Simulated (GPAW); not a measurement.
Crystal: Co.

```
Co
1.0
     2.47200    0.00000    0.00000
    -1.23600    2.14081    0.00000
     0.00000    0.00000    4.02114
Co
2
Cartesian
  1.2360 0.7136 3.0159
  0.0000 1.4272 1.0053
```

Program: GPAW 26.7.0. Alike in all runs: task band structure; spin collinear, ferromagnetic start; cell as given; k mesh 9 × 9 × 5; cutoff (eV) 600; smearing fermi-dirac 0.05 eV.

Order these runs on this cell by their pressure, lowest first.
A. level BP86; potentials or basis PAW data sets generated in the run's folder for this functional, pw; band points 100
B. level LDA; potentials or basis the program's PAW data sets (release 1.2.1) made for this functional, pw; band points 60
C. level LDA+U; potentials or basis the program's PAW data sets (release 1.2.1) made for this functional, pw; U Co d U = 7 eV; band points 100
D. level SOGGA; potentials or basis PAW data sets generated in the run's folder for this functional, pw; band points 100

B (-14.7 GPa), D (-6.8 GPa), C (-1.2 GPa), A (3.7 GPa).

Caveats: the U is typed as a test and isn't derived for this compound (some runs).
